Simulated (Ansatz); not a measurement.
Input and command of a calculation in Ansatz (plane waves; scalar-relativistic PAW potentials unless the input names others):

```yaml
crystal:
  lattice:
    - [6.7188884341, 0.0, 0.0]
    - [0.0, -6.7188884341, 0.0]
    - [0.0, 0.0, -6.7188884341]
  atoms:
    - { symbol: Sr, position: [0.5, 0.0, 0.0] }
    - { symbol: Sr, position: [0.0, 0.5, 0.0] }
    - { symbol: Sr, position: [0.0, 0.0, 0.5] }
    - { symbol: Sr, position: [0.5, 0.5, 0.5] }
    - { symbol: Te, position: [0.0, 0.0, 0.0] }
    - { symbol: Te, position: [0.5, 0.5, 0.0] }
    - { symbol: Te, position: [0.5, 0.0, 0.5] }
    - { symbol: Te, position: [0.0, 0.5, 0.5] }
basis:
  ecutwfc: 420
  xc_grid: 4
kpoints:
  mp_grid: { grid: [6, 6, 6] }
hamiltonian:
  xc: pbe
scf:
  occupations: { method: gaussian, width: 0.02 }
output:
  forces: true
  eigenvalues: true
  stress: true
```

```bash
ansatz run input.yaml --threads 1 --pin off --max-ram 2560MiB --backend cpu --events-out ev --progress --plain --runs-dir out
```

Abridged log:
```
Basis set: ecut = 420 eV, 6031 PW (Γ), exchange–correlation on 180×180×180 points (64 copies of the dense FFT grid, shifted against one another)
Bands: 63, of which v1, the nominal top of the filled ones, is band 52 counted from 1 (51 counted from 0)
Symmetry: 192 space group operations
k-points: 20 of 216
SCF iter   1: F=—  HF=-42110.716080 eV  |F-HF|=—  |Δ(HF+E_count)|=         —  Δρ=5.25e-4  dr2=1.12e-3  ethr=1.77e-3  ⟨swp⟩=15.8  Hψ=6989  notcnv=0  defer=7
SCF iter   2: F=—  HF=-42110.717815 eV  |F-HF|=—  |Δ(HF+E_count)|=   1.74e-3  Δρ=3.43e-4  dr2=7.72e-4  ethr=1.08e-6  ⟨swp⟩=3.5  Hψ=3297  notcnv=0  defer=73
SCF iter   3: F=—  HF=-42110.717933 eV  |F-HF|=—  |Δ(HF+E_count)|=   1.18e-4  Δρ=1.27e-4  dr2=8.17e-5  ethr=7.43e-7  ⟨swp⟩=3.0  Hψ=2490  notcnv=0  defer=73
SCF iter   4: F=—  HF=-42110.717830 eV  |F-HF|=—  |Δ(HF+E_count)|=   1.03e-4  Δρ=5.42e-5  dr2=1.19e-5  ethr=7.86e-8  ⟨swp⟩=2.0  Hψ=2196  notcnv=0  defer=73
SCF iter   5: F=—  HF=-42110.717833 eV  |F-HF|=—  |Δ(HF+E_count)|=   2.98e-6  Δρ=2.03e-5  dr2=1.73e-6  ethr=1.14e-8  ⟨swp⟩=2.4  Hψ=1619  notcnv=0  defer=73
SCF iter   6: F=—  HF=-42110.717833 eV  |F-HF|=—  |Δ(HF+E_count)|=   3.44e-7  Δρ=5.68e-6  dr2=1.79e-7  ethr=1.66e-9  ⟨swp⟩=2.5  Hψ=1882  notcnv=0  defer=73
SCF iter   7: F=-42110.717833 eV  HF=-42110.717833 eV  |F-HF|=2.91e-8  |Δ(HF+E_count)|=   4.74e-8  Δρ=2.32e-6  dr2=3.21e-8  ethr=9.62e-11  ⟨swp⟩=13.8  Hψ=5908  notcnv=0
SCF 1 converged in 7 iterations: F = -42110.717833 eV  dr2 = 3.21e-8
SCF converged after 7 iterations
Free energy (F): -42110.717833 eV
Harris-Foulkes:  -42110.717833 eV  (|F-HF|=2.91e-8)
Internal energy: -42110.717833 eV  (E = F + TS)
E sigma→0 (E₀):  -42110.717833 eV
Fermi energy:    7.317145 eV
--- Forces (eV/Å), atoms counted from 1 ---
  atom   1  Sr     0.00000000     0.00000000     0.00000000
  atom   2  Sr     0.00000000     0.00000000     0.00000000
  atom   3  Sr     0.00000000     0.00000000     0.00000000
  atom   4  Sr     0.00000000     0.00000000     0.00000000
  atom   5  Te     0.00000000     0.00000000     0.00000000
  atom   6  Te     0.00000000     0.00000000     0.00000000
  atom   7  Te     0.00000000     0.00000000     0.00000000
  atom   8  Te     0.00000000     0.00000000     0.00000000
--- Stress (GPa, compression-positive) ---
       -0.005831       0.000000       0.000000
        0.000000      -0.005831       0.000000
        0.000000       0.000000      -0.005831
  P = ⅓ Tr σ = -0.0058 GPa (-0.058 kbar)
```

Apart from outputs, empty bands and the relaxation, which only the reference makes, the input differs from a reference run on usual settings in basis.xc_grid: not typed → 4. The reference, at the same geometry, ended its own course with pressure -0.01 GPa, largest force 0.000 eV/Å, gap on the mesh 1.78 eV. This run converged in 7 SCF iterations with an energy at zero smearing within 0.01 meV/atom of the reference's, pressure -0.01 GPa, largest force 0.000 eV/Å, gap on the mesh 1.78 eV.

Time: 21 s on 1 thread of Intel(R) Xeon(R) Platinum 8375C CPU @ 2.90GHz (Ice Lake) (shared host), peak memory 0.87 GiB.